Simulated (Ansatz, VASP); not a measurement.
## One calculation of RbBr, two programs

```xyz
2
Lattice="3.3806 0.0000 0.0000 0.0000 3.3806 0.0000 0.0000 0.0000 3.3806" Properties=species:S:1:pos:R:3 pbc="T T T"
Rb    0.0000    0.0000    0.0000
Br    1.6903    1.6903    1.6903
```

Change from the starting cell: volume scaled by 0.55, LAPW.

Alike in both runs: task single point; functional PBEsol; k mesh 7 × 7 × 7; occupations fermi-dirac, width 0.03 eV; no spin polarisation.

|  | VASP | Ansatz |
| --- | --- | --- |
| version | VASP 6.6.1 | Ansatz 0.2.0 |
| potentials or method | VASP PAW PBE potentials, release 64 (Rb_sv, Br), cutoff 520 eV | all-electron LAPW, scalar-relativistic |

Ansatz gave:

* gap on the k mesh at the Fermi level (eV): 3.58
* pressure (GPa): 38.8

What did VASP give for the same quantities?

gap on the k mesh at the Fermi level (eV): 3.56; pressure (GPa): 39.6.

Ansatz ran all-electron here, so the differences hold the error of VASP's frozen core and of both bases.

Caveats: so large a pressure means that the cell lies far from this level's equilibrium, or that cutoff or potentials fall short (VASP); the potentials were made for another functional, which shifts forces and pressure (VASP); an odd mesh through Γ misses points on the zone boundary, where band edges often lie.
